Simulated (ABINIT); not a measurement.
Runs of ABINIT 10.8.3 (patched build) on ZnO (zincite). Symmetry: P6_3mc, No. 186, hexagonal system. The conventional cell has a = 3.249 Å, b = 3.249 Å, c = 5.206 Å, α = 90.00°, β = 90.00°, γ = 120.00°. Zn (site symmetry 3m) has 4 O at 1.97 to 1.98 Å as nearest neighbours. Around O (site symmetry 3m) lie 4 Zn at 1.97 to 1.98 Å. 

```tsv
task	level	potentials or basis	k mesh	cutoff (eV)	smearing	fine-grid cutoff	stop of the response cycle (tolvrs)	acoustic sum rule (asr)	mesh quality	gap on the mesh (eV)	pressure (GPa)	largest force (eV/Å)
single point	PBE	JTH PAW PBE v2.0	12 × 12 × 6	626	fermi-dirac 0.05 eV	1224.51 eV	-	-	not flagged	0.79	(b)	0.07
dielectric tensor	PBE	PseudoDojo NC SR PBE v0.4.1 standard	6 × 6 × 4, shifted	1034	fixed	-	1e-08	1	coarse	-	-	0.07
single point	r2SCAN	JTH PAW PBE v2.0	5 × 5 × 3	762	fermi-dirac 0.05 eV	1360.57 eV	-	-	coarse	1.21	-	0.07
single point	r2SCAN	JTH PAW PBE v2.0	7 × 7 × 4	762	fermi-dirac 0.05 eV	1360.57 eV	-	-	not flagged	1.21	-	0.07
band structure	LDA-VWN	JTH PAW LDA v2.0	9 × 9 × 5	626	fermi-dirac 0.05 eV	1224.51 eV	-	-	not flagged	0.73	-7.8	(a)
```

Alike in all rows: no spin polarisation; cell as given.

Q: Fill in the values left out.

A: (a) 0.05; (b) 4.4.

Caveats: some runs use coarse meshes; the PAW data sets were made with another functional, which shifts forces and pressure a little (some runs); an odd mesh through Γ misses points on the zone boundary, where band edges often lie (some runs).

Not every run made on this cell is shown here.
